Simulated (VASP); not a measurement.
**A vacancy on the Ni site in a supercell of NiGe**

How easily does a vacancy on the Ni site form in NiGe? The host is relaxed first, then a supercell is run with and without the defect. The start is a cell from a database of measured crystal structures.

Program: VASP 6.6.1. Level of theory: r2SCAN, spin-polarised from a ferromagnetic start; plane waves and PAW (Ge, Ni), in the first sound run; inputs show where later runs differ. Results are calculated unless marked as measured.

This is a report of a sequence of runs, with most program output left out.

## 1. The host crystal

The structure is orthorhombic, space group Pnma (No. 62). Conventional cell: a = 5.381 Å, b = 3.428 Å, c = 5.811 Å, α = 90.00°, β = 90.00°, γ = 90.00°. Nearest to Ge lie 6 Ni at 2.33 to 2.49 Å. Nearest to Ni lie 6 Ge at 2.33 to 2.49 Å. Farther neighbours are not listed.

## 2. Relaxing the host crystal

The later steps need the crystal at this functional's own lattice; a raised cutoff keeps the stress reliable while the cell changes.

The input, INCAR:

```
SYSTEM = NiGe
PREC = Accurate
ENCUT = 360
EDIFF = 1E-06
NELM = 120
ISMEAR = 0
SIGMA = 0.05
LREAL = .FALSE.
ALGO = Normal
METAGGA = R2SCAN
LASPH = .TRUE.
NBANDS = 43
ISPIN = 2
MAGMOM = 0 0 0 0 1 1 1 1
LMAXMIX = 4
LORBIT = 11
LWAVE = .FALSE.
LCHARG = .FALSE.
KPAR = 4
IBRION = 2
NSW = 40
ISIF = 3
EDIFFG = -0.02
POTIM = 0.4
```

The input, POSCAR:

```
NiGe
1.0
    5.3810000000      0.0000000000      0.0000000000
    0.0000000000      3.4280000000      0.0000000000
    0.0000000000      0.0000000000      5.8110000000
Ge Ni
4 4
Direct
    0.3120000000      0.7500000000      0.9170000000
    0.6880000000      0.2500000000      0.0830000000
    0.1880000000      0.2500000000      0.4170000000
    0.8120000000      0.7500000000      0.5830000000
    0.4950000000      0.7500000000      0.3100000000
    0.5050000000      0.2500000000      0.6900000000
    0.0050000000      0.2500000000      0.8100000000
    0.9950000000      0.7500000000      0.1900000000
```

The input, KPOINTS:

```
Automatic mesh
0
Gamma
4 6 4
0 0 0
```

Potentials, in the order of the species: Ge and Ni (PBE family, release 64).

Launch:

```console
$ mpirun -np 4 vasp_std
```

Elapsed: 6.5 min, on 4 MPI ranks of Intel Xeon 6975P-C (Granite Rapids), shared host; peak memory 1.2 GiB.

The moments of the start collapse, so the state is non-magnetic; other starts or orders were not tried. The k-mesh is coarse for a metal. The PAW data sets were made with PBE, which is usual practice but a small mismatch for other functionals. The data set Ge keeps the semicore shell frozen, which is cheaper and a little less accurate. The run keeps the 8 symmetry operations of its start, so it cannot find a distortion of lower symmetry.

The steps of the relaxation:

```csv
step,energy less that of the first step (eV),largest force (eV/Å),pressure (GPa),volume (Å³)
1,0.0000,0.1136,-1.90,107.19
2,-0.0095,0.0631,1.09,105.23
3,-0.0107,0.0765,0.29,105.73
4,-0.0132,0.0492,0.24,105.80
5,-0.0136,0.1018,-0.06,106.03
6,-0.0149,0.0560,0.14,105.92
7,-0.0149,0.0597,0.01,105.93
8,-0.0156,0.0398,0.02,105.98
9,-0.0160,0.0346,-0.03,106.06
10,-0.0160,0.0305,-0.01,106.04
11,-0.0163,0.0151,0.01,106.03
```

```csv
"conventional cell, symmetrised",before,after,change
a (Å),5.381,5.387,+0.1 %
b (Å),3.428,3.379,-1.4 %
c (Å),5.811,5.824,+0.2 %
volume (Å³/atom),13.40,13.25,-1.1 %
```

The atoms that moved most (Å, as changes of fractional coordinates times the final cell):

```csv
atom,dx,dy,dz,length
Ge4,-0.014,0.000,0.003,0.014
Ge2,0.014,0.000,0.003,0.014
Ge3,0.014,0.000,-0.003,0.014
Ge1,-0.014,0.000,-0.003,0.014
Ni7,-0.008,0.000,-0.007,0.010
Ni6,-0.008,0.000,0.007,0.010
Ni5,0.008,0.000,-0.007,0.010
Ni8,0.008,0.000,0.007,0.010
```

The relaxed structure:

```
Ge Ni
1.0
     5.38731    0.00000    0.00000
     0.00000    3.37901    0.00000
     0.00000    0.00000    5.82438
Ge Ni
4 4
Direct
  0.30947 0.75000 0.91655
  0.69053 0.25000 0.08345
  0.19053 0.25000 0.41655
  0.80947 0.75000 0.58345
  0.49643 0.75000 0.30887
  0.50357 0.25000 0.69113
  0.00357 0.25000 0.80887
  0.99643 0.75000 0.19113
```

Numbers from this step:

```yaml
electronic_cycles: 82
electrons: 56
free_energy_toten: -105.4646 eV
energy_at_zero_smearing: -105.4645 eV
fermi_energy: 7.939 eV
labelled_metallic_from_the_levels_on_this_mesh: yes
```

The spin moment in the PAW sphere vanishes on all atoms.

The run ended after 11 ionic steps, 0.016 eV below its first step, once forces and stress met EDIFFG = -0.02.

## 3. The perfect supercell

System of this step: NiGe. The structure is orthorhombic, space group Pnma (No. 62). The conventional cell has a = 5.387 Å, b = 3.379 Å, c = 5.824 Å, α = 90.00°, β = 90.00°, γ = 90.00°. Nearest to Ge lie 6 Ni at 2.32 to 2.50 Å. Nearest to Ni lie 6 Ge at 2.32 to 2.50 Å. Farther neighbours are not listed.

The same cell, mesh and cutoff without the defect give the energy to subtract and, in a gapped host, the band edges to count from, so that most errors cancel.

The input, INCAR:

```
SYSTEM = NiGe
PREC = Normal
ENCUT = 300
EDIFF = 1E-05
NELM = 120
ISMEAR = 1
SIGMA = 0.2
LREAL = Auto
ALGO = Normal
METAGGA = R2SCAN
LASPH = .TRUE.
NBANDS = 136
ISPIN = 2
MAGMOM = 0 0 0 0 0 0 0 0 0 0 0 0 0 0 0 0 1 1 1 1 1 1 1 1 1 1 1 1 1 1 1 1
LMAXMIX = 4
LORBIT = 11
LWAVE = .FALSE.
LCHARG = .FALSE.
KPAR = 4
```

The input, POSCAR:

```
NiGe
1.0
   -5.3873142646      3.3790111528      5.8243788237
    5.3873142646     -3.3790111528      5.8243788237
    5.3873142646      3.3790111528     -5.8243788237
Ge Ni
16 16
Direct
    0.8332732723      0.6130089147      0.5297356423
    0.3332732723      0.1130089147      0.5297356423
    0.3332732723      0.6130089147      0.0297356423
    0.8332732723      0.1130089146      0.0297356423
    0.1667267277      0.3869910854      0.4702643576
    0.6667267277      0.8869910854      0.4702643576
    0.6667267277      0.3869910854      0.9702643576
    0.1667267277      0.8869910854      0.9702643577
    0.3332732723      0.3035376300      0.2202643576
    0.8332732723      0.8035376300      0.2202643576
    0.8332732723      0.3035376300      0.7202643576
    0.3332732723      0.8035376300      0.7202643576
    0.6667267277      0.6964623700      0.7797356423
    0.1667267277      0.1964623701      0.7797356423
    0.1667267277      0.6964623700      0.2797356424
    0.6667267277      0.1964623701      0.2797356424
    0.5294335742      0.4026463575      0.6232127832
    0.0294335742      0.9026463574      0.6232127832
    0.0294335742      0.4026463575      0.1232127833
    0.5294335742      0.9026463574      0.1232127833
    0.4705664258      0.5973536425      0.3767872167
    0.9705664258      0.0973536426      0.3767872167
    0.9705664258      0.5973536426      0.8767872168
    0.4705664258      0.0973536426      0.8767872168
    0.5294335742      0.4062207910      0.1267872167
    0.0294335742      0.9062207910      0.1267872167
    0.0294335742      0.4062207909      0.6267872167
    0.5294335742      0.9062207910      0.6267872167
    0.4705664258      0.5937792090      0.8732127832
    0.9705664258      0.0937792091      0.8732127832
    0.9705664258      0.5937792090      0.3732127833
    0.4705664258      0.0937792091      0.3732127833
```

The input, KPOINTS:

```
Automatic mesh
0
Gamma
4 4 4
0 0 0
```

Launch:

```console
$ mpirun -np 4 vasp_std
```

Run time: 8 min. Hardware: 4 MPI ranks; peak memory 2.9 GiB; 26 min of CPU time.

Numbers from this step:

```yaml
electronic_cycles: 16
electrons: 224
free_energy_toten: -421.5790 eV
energy_at_zero_smearing: -421.5862 eV
fermi_energy: 7.930 eV
moment_of_the_cell_from_the_last_line_of_the_log: 0 μB
```

The spin moment in the PAW sphere vanishes on all atoms.

The host is treated as a metal, as its relaxation found a gap under 0.3 eV or none, and only the neutral defect is run.

## 4. Reference Ni

This step: r2SCAN, spin-polarised from a ferromagnetic start (one magnetic atom a cell); plane waves and PAW (Ni) (VASP 6.6.1).

System of this step: Ni. It takes space group Fm-3m (No. 225, cubic). Conventional cell: a = 3.520 Å, b = 3.520 Å, c = 3.520 Å, α = 90.00°, β = 90.00°, γ = 90.00°. Ni has 12 Ni at 2.49 Å nearest.

The reference for Ni is its crystal, relaxed at the cutoff of the large cell.

The input, INCAR:

```
SYSTEM = Ni
PREC = Normal
ENCUT = 300
EDIFF = 1E-05
NELM = 120
ISMEAR = 1
SIGMA = 0.1
LREAL = Auto
ALGO = Normal
METAGGA = R2SCAN
LASPH = .TRUE.
NBANDS = 12
ISPIN = 2
MAGMOM = 0.7
LMAXMIX = 4
LORBIT = 11
LWAVE = .FALSE.
LCHARG = .FALSE.
KPAR = 4
IBRION = 2
NSW = 25
ISIF = 3
EDIFFG = -0.02
POTIM = 0.4
```

The input, POSCAR:

```
Ni
1.0
    0.0000000000      1.7600000000      1.7600000000
    1.7600000000      0.0000000000      1.7600000000
    1.7600000000      1.7600000000      0.0000000000
Ni
1
Direct
    0.0000000000      0.0000000000      0.0000000000
```

The input, KPOINTS:

```
Automatic mesh
0
Gamma
13 13 13
0 0 0
```

Potentials, in the order of the species: Ni (PBE family, release 64).

Launch:

```console
$ mpirun -np 4 vasp_std
```

The job ended after 20 s (4 MPI ranks; peak memory 0.41 GiB; 62 s of CPU time).

The cell holds one magnetic atom, so no antiferromagnetic order fits into it. SCAN-type functionals tend to overstate the moments of itinerant magnets. The run keeps the 48 symmetry operations of its start, so it cannot find a distortion of lower symmetry.

The steps of the relaxation:

```csv
step,energy less that of the first step (eV),largest force (eV/Å),pressure (GPa),volume (Å³)
1,0.0000,0.0000,-5.68,10.90
2,-0.0097,0.0000,1.00,10.42
3,-0.0100,0.0000,0.50,10.46
4,-0.0101,0.0000,-1.13,10.50
5,-0.0100,0.0000,1.02,10.47
6,-0.0101,0.0000,-0.27,10.49
```

```csv
"conventional cell, symmetrised",before,after,change
a (Å),3.520,3.474,-1.3 %
b (Å),3.520,3.474,-1.3 %
c (Å),3.520,3.474,-1.3 %
volume (Å³/atom),10.90,10.49,-3.8 %
```

The relaxed structure:

```xyz
1
Lattice="0.0000 1.7372 1.7372 1.7372 0.0000 1.7372 1.7372 1.7372 0.0000" Properties=species:S:1:pos:R:3 pbc="T T T"
Ni    0.0000    0.0000    0.0000
```

This step gave:

| Item | Value |
| --- | --- |
| electronic cycles | 37 |
| electrons | 10 |
| free energy (TOTEN) | -11.94 eV |
| Fermi energy | 9.873 eV |
| moment of the cell, from the last line of the log | 0.6655 μB |

Spin moment in the PAW sphere by atom:

```csv
atom,spin moment in the PAW sphere (μB)
Ni1,0.684
```

The run ended after 6 ionic steps, 0.010 eV below its first step, once forces and stress met EDIFFG = -0.02.

Energy at zero smearing: -11.94307 eV.

## 5. Reference Ge

This step: r2SCAN; plane waves and PAW (Ge) (VASP 6.6.1).

System of this step: Ge. The structure is cubic, space group Fd-3m (No. 227). The conventional cell has a = 5.660 Å, b = 5.660 Å, c = 5.660 Å, α = 90.00°, β = 90.00°, γ = 90.00°. Ge has 4 Ge at 2.45 Å nearest.

Ge is not exchanged here; its energy serves the host's formation enthalpy.

The input, INCAR:

```
SYSTEM = Ge
PREC = Normal
ENCUT = 300
EDIFF = 1E-05
NELM = 120
ISMEAR = 0
SIGMA = 0.1
LREAL = Auto
ALGO = Normal
METAGGA = R2SCAN
LASPH = .TRUE.
NBANDS = 10
LORBIT = 11
LWAVE = .FALSE.
LCHARG = .FALSE.
KPAR = 4
IBRION = 2
NSW = 25
ISIF = 3
EDIFFG = -0.02
POTIM = 0.4
```

The input, POSCAR:

```
Ge
1.0
    0.0000000000      2.8300000000      2.8300000000
    2.8300000000      0.0000000000      2.8300000000
    2.8300000000      2.8300000000      0.0000000000
Ge
2
Direct
    0.0000000000      0.0000000000      0.0000000000
    0.2500000000      0.2500000000      0.2500000000
```

The input, KPOINTS:

```
Automatic mesh
0
Gamma
8 8 8
0 0 0
```

The projector-augmented-wave data sets are Ge (PBE family, release 64).

Launch:

```console
$ mpirun -np 4 vasp_std
```

The job ended after 11 s (4 MPI ranks; peak memory 0.44 GiB; 35 s of CPU time).

The gap is read on the k-mesh alone, so it is an upper bound where the band edges lie off the mesh.

Relaxation path:

```csv
step,energy less that of the first step (eV),largest force (eV/Å),pressure (GPa),volume (Å³)
1,0.0000,0.0000,0.79,45.33
2,-0.0009,0.0000,-0.29,45.92
3,-0.0010,0.0000,-0.12,45.75
```

```csv
"conventional cell, symmetrised",before,after,change
a (Å),5.660,5.677,+0.3 %
b (Å),5.660,5.677,+0.3 %
c (Å),5.660,5.677,+0.3 %
volume (Å³/atom),22.67,22.88,+0.9 %
```

Final coordinates:

```cif
data_structure
_symmetry_space_group_name_H-M 'P 1'
_symmetry_Int_Tables_number 1
_cell_length_a 4.0145
_cell_length_b 4.0145
_cell_length_c 4.0145
_cell_angle_alpha 60.000
_cell_angle_beta 60.000
_cell_angle_gamma 60.000
_cell_volume 45.75
loop_
_atom_site_label
_atom_site_type_symbol
_atom_site_fract_x
_atom_site_fract_y
_atom_site_fract_z
_atom_site_occupancy
Ge1 Ge 0.00000 0.00000 0.00000 1
Ge2 Ge 0.25000 0.25000 0.25000 1
```

This step gave:

| Item | Value |
| --- | --- |
| electronic cycles | 16 |
| electrons | 8 |
| free energy (TOTEN) | -27.71 eV |
| Fermi energy | 3.667 eV |
| labelled metallic, from the levels on this mesh | no |
| gap on the k-mesh | 0.3854 eV |
| least direct gap on the k-mesh | 0.3854 eV |

The run ended after 3 ionic steps, 0.001 eV below its first step, once forces and stress met EDIFFG = -0.02.

Energy at zero smearing: -27.71492 eV.

(Continued in part 2 of 2.)

[Lines on the potential files, build, host, timing and source positions are cut from VASP's logs without a mark.]

[Logs are printed without paths, hosts, clocks, repeated set-up lines and the standing remarks that a program may print on its own settings, such as how far it seeks lower states.]

[Hosts, paths, dates, database ids (printed as entryN), source tags and the programs' standing remarks are cut or masked in the printed files.]

[In band tables of VASP the shares of atoms and orbitals are scaled to a sum of 1 inside the atoms' spheres.]

[Runs that stopped without an error message from VASP are left out.]
